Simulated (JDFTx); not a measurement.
Crystal: Re.

```xyz
2
Lattice="2.7608 0.0000 0.0000 -1.3804 2.3909 0.0000 0.0000 0.0000 4.4582" Properties=species:S:1:pos:R:3 pbc="T T T"
Re    1.3804    0.7970    3.3436
Re    0.0000    1.5939    1.1145
```

Base run:

- Program: JDFTx 1.7.0 (patched build)
- Functional: PBE
- Potentials or basis: PseudoDojo-SR-PBE-0.5-standard with smoothed tails
- Cutoff: 980 eV
- Density cutoff: 7837 eV
- k mesh: 11 × 11 × 6
- Occupations: fermi-dirac, width 0.05 eV
- Spin: no spin polarisation
- Hubbard terms: Re d U = 6 eV

Its results: band gap on the k mesh none (metal or under the smearing width); pressure -16.4 GPa.

Q: The run is repeated on the same cell with these changes: hubbard terms from Re d U = 6 eV to Re d U = 4 eV. What comes out?

A: Band gap on the k mesh none (metal or under the smearing width); pressure -9.2 GPa.

Caveats: U without spin polarisation on a metal has little footing; the U is typed as a test and isn't derived for this compound.
